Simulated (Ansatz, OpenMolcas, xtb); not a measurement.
# Ligand exchange: BBrF2 + C2H4O2 → B(OH)F2 + C2H3BrO

Species: BBrF2 `FB(F)Br`, singlet; C2H4O2 (acetic acid) `CC(=O)O`, singlet; B(OH)F2 (difluorohydroxyborane), singlet; C2H3BrO (acetyl bromide) `CC(=O)Br`, singlet. The partners trade Br for OH: B–Br and C–OH bonds give way to B–OH and C–Br.

Shapes, held fixed at every level: PBE0-D4/def2-TZVP. Flexible molecules stand in one conformer, not always the lowest. Programs: Ansatz 0.2.0, OpenMolcas 26.06, xtb 6.7.1. The zero-point and thermal change to 298 K, harmonic and unscaled (PBE0-D4/def2-TZVP), is -1.5 kJ/mol.

**Question.** Estimate the reaction enthalpy at 298 K.

**Answer.** From tabulated heats of formation (CRC Handbook of Chemistry and Physics, NIST-JANAF tables), ΔH(298 K) = -21.8 kJ/mol. Nearest: wB97X-V/def2-TZVPP (+1.9); farthest: GFN2-xTB (+15.9). 4 of 8 levels lie within 10 kJ/mol. The heats of C2H3BrO come from older tables and can be uncertain by 10 kJ/mol or more. The tabulated values of BBrF2, B(OH)F2 are in doubt (older tables, estimates, or at odds with other calculations) and kept here. Relativity is left out for Br. Outer-core shells of Br are correlated in most correlated rows, in sets that cover them unevenly.

| level | kind | ΔH (kJ/mol) | computed − measured |
| --- | --- | --- | --- |
| GFN2-xTB | semi-empirical | -5.9 | +15.9 |
| r2SCAN-D4/def2-TZVPP | meta-GGA | -32.3 | -10.5 |
| B3LYP/6-31G* (spherical functions) | global hybrid | -27.0 | -5.2 |
| PBE0-D4/def2-TZVPP | global hybrid | -25.7 | -3.9 |
| wB97X-V/def2-TZVPP | range-separated hybrid | -19.9 | +1.9 |
| B2PLYP/def2-TZVPP | double hybrid | -33.6 | -11.8 |
| MP2/def2-TZVPP | perturbation theory | -33.1 | -11.3 |
| CCSD(T)/def2-TZVPP | coupled cluster or CI | -30.0 | -8.2 |
